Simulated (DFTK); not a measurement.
Ti in DFTK: convergence with k mesh

Crystal: Ti.

```
Ti
1.0
     2.95000    0.00000    0.00000
    -1.47500    2.55477    0.00000
     0.00000    0.00000    4.68000
Ti
2
Cartesian
  1.4750 0.8516 3.5100
  0.0000 1.7032 1.1700
```

* Program: DFTK 0.8.2
* Task: convergence study
* Functional: PBE
* Potentials or basis: dojo.nc.sr.pbe.v0_4_1.standard.upf (PBE)
* Cutoff: 1143 eV
* k mesh: 2 × 2 × 1
* Occupations: cold, width 0.1 eV
* Spin: no spin polarisation

These are the settings of the first run; the series varies k mesh, with any setting tied to it.

Hardware: 1 thread of Intel(R) Xeon(R) Platinum 8488C (Sapphire Rapids), with other jobs on the host.

Q: The values tried are 2 × 2 × 1, 3 × 3 × 2, 4 × 4 × 3, 6 × 6 × 4, 8 × 8 × 4, 9 × 9 × 5, 11 × 11 × 7, 13 × 13 × 8, loosest first. From which on does the pressure stay within 0.1 GPa of the tightest run that finished?

A: From 11 × 11 × 7 on.

```
     k mesh  energy less the tightest run (meV/atom)  pressure (GPa)  SCF cycles
  2 × 2 × 1                                  -319.41           -8.23          16
  3 × 3 × 2                                   -35.01           -2.46          12
  4 × 4 × 3                                    16.01           -1.14          14
  6 × 6 × 4                                     8.99           -1.46          12
  8 × 8 × 4                                    -7.15           -1.74          13
  9 × 9 × 5                                    -0.48           -1.66          13
11 × 11 × 7                                     1.35           -1.51          13
13 × 13 × 8                                     0.00           -1.50          13
```

Not settled before the last step: the energy (to 1 meV/atom). Meshes of other sizes hit other points, so gaps and Fermi surfaces needn't settle smoothly. The tightest run that finished is the yardstick and may itself not be fully converged.
